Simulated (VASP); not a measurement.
Here is a VASP 6.6.1 calculation.

The input INCAR:

```
SYSTEM = InPd
  PREC = Accurate
  ENCUT = 520
  EDIFF = 1E-7
  ISMEAR = -1
  SIGMA = 0.0548
  LREAL = .False.
  LASPH = .True.
  NELM = 100
  ALGO = Fast
  ISIF = 2
  LWAVE = .False.
  LCHARG = .False.
  GGA = PE
  NBANDS = 56
```

The input KPOINTS:

```
regular mesh
0
Gamma
  4 5 3
  0 0 0
```

The input POSCAR:

```
InPd
1.0
    5.0188428900      0.0000000000      0.0000000000
    0.0000000000      4.0920647000      0.0000000000
    0.0000000000      0.0000000000      7.6086113300
In Pd
4 4
Direct
    0.2500000000      0.5000000000      0.1813200000
    0.7500000000      0.5000000000      0.8186800000
    0.2500000000      0.0000000000      0.7592700000
    0.7500000000      0.0000000000      0.2407300000
    0.2500000000      0.0000000000      0.4183800000
    0.7500000000      0.0000000000      0.5816200000
    0.0000000000      0.5000000000      0.5000000000
    0.5000000000      0.5000000000      0.5000000000
```

Potentials or basis: VASP PAW PBE potentials, release 64 (In_d, Pd).

The run is started by

```console
$ cat potpaw_PBE.64/In_d/POTCAR potpaw_PBE.64/Pd/POTCAR > POTCAR
$ mpirun -np 1 vasp_std > vasp.out
```

Q: Predict the pressure.

A: 23.0 GPa.

Q: What does it give for the band gap on the k mesh?

A: None (metal or under the smearing width).

Q: Predict the largest force.

A: 3.033 eV/Å.

Stress tensor (GPa, compression positive):
```
23.69  0.00  0.00
 0.00 31.85  0.00
 0.00  0.00 13.53
```

Caveat: so large a pressure means that the cell lies far from this level's equilibrium, or that cutoff or potentials fall short; forces of over 1 eV/Å show positions far from the minimum, so gaps and moduli don't describe the material at rest.
